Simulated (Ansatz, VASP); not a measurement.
One calculation of HfO2, two programs

The input INCAR:

```
SYSTEM = HfO2
  PREC = Accurate
  ENCUT = 520
  EDIFF = 1E-6
  ISMEAR = -1
  SIGMA = 0.02
  LREAL = .False.
  LASPH = .True.
  NELM = 100
  ALGO = Normal
  ISIF = 2
  LWAVE = .False.
  LCHARG = .True.
  GGA = PE
  LELF = .True.
  LVHAR = .True.
  NBANDS = 18
```

The input KPOINTS:

```
regular mesh
0
Gamma
  8 8 8
  0 0 0
```

File POSCAR:

```
HfO2
1.0
    0.0000000000      2.4224508255      2.5291823194
    2.4224508255      0.0000000000      2.5291823194
    2.4224508255      2.4224508255      0.0000000000
Hf O
1 2
Direct
    0.0000000000      0.0000000000      0.0000000000
    0.2500000000      0.2500000000      0.2500000000
    0.7500000000      0.7500000000      0.7500000000
```

Input for Ansatz:

```yaml
crystal:
  lattice:
    - [0.0, 2.4224508255, 2.5291823194]
    - [2.4224508255, 0.0, 2.5291823194]
    - [2.4224508255, 2.4224508255, 0.0]
  atoms:
    - { symbol: Hf, position: [0.0, 0.0, 0.0] }
    - { symbol: O, position: [0.25, 0.25, 0.25] }
    - { symbol: O, position: [0.75, 0.75, 0.75] }
kpoints:
  mp_grid: { grid: [8, 8, 8] }
  band_path:
    path:
      - [0.0, 0.0, 0.0]
      - [0.5, 0.0, 0.5]
      - [0.625, 0.25, 0.625]
      - [0.375, 0.375, 0.75]
      - [0.5, 0.5, 0.5]
      - [0.5, 0.25, 0.75]
    npoints: 1
hamiltonian:
  xc: pbe
scf:
  occupations: { method: fermi_dirac, width: 0.02 }
  n_extra_bands: 4
output:
  forces: true
  stress: true
  eigenvalues: true
```

Change from the starting cell: biaxial_xy strain -4.2%.

Alike in both runs: task single point; functional PBE; k mesh 8 × 8 × 8; occupations fermi-dirac, width 0.02 eV; no spin polarisation.

```csv
,VASP,Ansatz
version,VASP 6.6.1,Ansatz 0.2.0
potentials or method,"VASP PAW PBE potentials, release 64 (Hf_pv, O)","plane waves, PAW"
plane-wave cutoff (eV),520,420
valence electrons in the cell,22,38
```

```tsv
	VASP	Ansatz	Ansatz less VASP
gap on the k mesh at the Fermi level (eV)	3.54	3.51	-0.027
pressure (GPa)	29.3	33.9	+4.66
largest component of the traceless stress (GPa)	15.22	14.88	-0.335
```

The two sets of potentials don't hold the same shells in valence.

Caveats: so large a pressure means that the cell lies far from this level's equilibrium, or that cutoff or potentials fall short (VASP); spin-orbit coupling is left out, which moves the levels of the heavy elements. A k mesh can miss the band edges.
